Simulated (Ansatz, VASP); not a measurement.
**Two plane-wave programs on Ti**

```xyz
1
Lattice="-1.6635 1.6635 1.6635 1.6635 -1.6635 1.6635 1.6635 1.6635 -1.6635" Properties=species:S:1:pos:R:3 pbc="T T T"
Ti    0.0000    0.0000    0.0000
```

Alike in both runs: task single point; functional BLYP; k mesh 15 × 15 × 15; occupations fermi-dirac, width 0.1 eV; no spin polarisation.

|  | VASP | Ansatz |
| --- | --- | --- |
| version | VASP 6.6.1 | Ansatz 0.2.0 |
| potentials or method | VASP PAW PBE potentials, release 64 (Ti_sv) | plane waves (420 eV) with PAW, scalar-relativistic |
| plane-wave cutoff (eV) | 520 | 420 |
| valence electrons in the cell | 12 | 12 |

```tsv
	VASP	Ansatz	Ansatz less VASP
pressure (GPa)	-3.6	-3.6	-0.01
```

Caveats: the PAW data sets were made with another functional, which shifts forces and pressure a little (VASP).
